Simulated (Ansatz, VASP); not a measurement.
**GaP: VASP beside Ansatz**

```
Ga P
1.0
     0.00000    2.64349    2.72525
     2.72525    0.00000    2.72525
     2.72525    2.64349    0.00000
Ga P
1 1
Cartesian
  0.0000 0.0000 0.0000
  4.0879 3.9652 4.0879
```

Change from the starting cell: strain -0.0300 x Voigt [0, 1, 0, 0, 0, 0], atoms carried along.

Alike in both runs: task single point; functional LDA; k mesh 8 × 8 × 8; occupations gaussian, width 0.05 eV; no spin polarisation.

```csv
,VASP,Ansatz
version,VASP 6.6.1,Ansatz 0.2.0
potentials or method,"VASP PAW LDA potentials, release 64 (Ga_d, P)","scalar-relativistic, plane waves, PAW"
plane-wave cutoff (eV),520,420
valence electrons in the cell,18,18
```

|  | VASP | Ansatz | Ansatz less VASP |
| --- | --- | --- | --- |
| gap on the k mesh at the Fermi level (eV) | 1.15 | 1.15 | -0.002 |
| least direct gap on the mesh (eV) | 1.77 | 1.74 | -0.029 |
| pressure (GPa) | -0.2 | -0.2 | -0.08 |
| largest component of the traceless stress (GPa) | 1.50 | 1.50 | +0.003 |

A k mesh can miss the band edges.
